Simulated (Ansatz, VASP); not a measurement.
**AlN in VASP and in Ansatz**

```xyz
4
Lattice="3.1110 0.0000 0.0000 -1.5555 2.6942 0.0000 0.0000 0.0000 5.0109" Properties=species:S:1:pos:R:3 pbc="T T T"
Al    0.0000    1.7961    0.0033
Al    1.5555    0.8981    2.5088
N     0.0000    1.7961    1.9108
N     1.5555    0.8981    4.4163
```

Alike in both runs: functional r2SCAN; k mesh 8 × 8 × 5; occupations gaussian, width 0.05 eV; no spin polarisation.

Ansatz relaxed the structure, and its values are those at the end. VASP's run is a single point on that final structure, the one shown.

|  | VASP | Ansatz |
| --- | --- | --- |
| version | VASP 6.6.1 | Ansatz 0.2.0 |
| potentials or method | VASP PAW PBE potentials, release 64 (Al, N) | scalar-relativistic, plane waves, PAW |
| plane-wave cutoff (eV) | 520 | 500 |
| valence electrons in the cell | 16 | 16 |

|  | VASP | Ansatz | Ansatz less VASP |
| --- | --- | --- | --- |
| pressure (GPa) | -2.2 | -1.9 | +0.39 |

Ansatz warned: «stress_scf_threshold_loose».

Caveats: the PAW data sets were made with another functional, which shifts forces and pressure a little (VASP). r2SCAN opens gaps a little over a GGA but as a rule still falls short of measured ones.
